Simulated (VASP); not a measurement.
The system is B.

```
B
1.0
     1.62456    0.00000    0.00000
     0.00000    2.86615    0.00000
     0.00000    0.00000    3.91440
B
2
Direct
  0.00000 0.50000 0.60926
  0.50000 0.00000 0.39074
```

The cell was built by a generator and needn't be a form met in nature.

Base run:

* Program: VASP 6.6.1
* Functional: PBE
* Potentials or basis: VASP PAW PBE potentials, release 64 (B)
* Cutoff: 520 eV
* k mesh: 16 × 9 × 7
* Occupations: fermi-dirac, width 0.05 eV
* Spin: no spin polarisation

Its results: band gap on the k mesh none (metal or under the smearing width); pressure 0.1 GPa; largest force 0.006 eV/Å.

The run is repeated on the same cell with these changes: functional from PBE to r2SCAN. What comes out?

Band gap on the k mesh none (metal or under the smearing width); pressure -1.3 GPa; largest force 0.043 eV/Å.

Caveats: this functional lacks dispersion, which binds the layers, so the pressure and a relaxed spacing across them are unreliable (some runs); the PAW data sets were made with another functional, which shifts forces and pressure a little (some runs).

Not every run made on this cell is shown here.
